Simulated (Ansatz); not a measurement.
# Hf: pressure against volume

Hf, P6_3/mmc, a = 3.159 Å, c = 5.000 Å. Ansatz: PBEsol, PAW, 420 eV, Γ-centred 18×18×8 mesh on 2 atoms, Gaussian smearing 0.10 eV; no spin polarisation. Shape and atoms are relaxed at each volume; pressure is positive in compression.

```tsv
V (Å³/atom)	P (GPa)
19.009	?
19.657	12.57
20.306	7.80
20.954	3.65
21.602	0.01
22.250	-3.19
22.898	-5.97
23.762	-9.17
```

Q: Take V0 = 21.602 Å³/atom, count pressures from its P0 = 0.01 GPa, fit the third-order Birch–Murnaghan form to the other rows, and predict the missing pressure.

A: With the Eulerian strain f = ½[(V0/V)^(2/3) − 1] and y = (P − P0)/[3f(1 + 2f)^(5/2)], the form is the line y = B0 + 1.5 B0 (B0′ − 4) f. Rows (f, y): 0.03246, 110.2; 0.02105, 111.3; 0.01026, 112.4; -0.00976, 114.8; -0.01905, 115.3; -0.03078, 116.5. Means f = 0.0006967, y = 113.42; Σ(Δf)² = 0.003005, ΣΔfΔy = -0.3037; the slope is their ratio. y = 113.5 − 101.1 f GPa, so B0 = 113.5 GPa and B0′ = 4 + 2 × (-101.1)/(3 × 113.5) = 3.41. At V = 19.009, f = 0.04449, y = 109.00 and P = 18.01 GPa. The run gave 17.99 GPa, so the fit is 0.02 GPa too high, a small miss on the scale of the series.

Spin–orbit coupling is left out, which can shift energies with elements as heavy as these.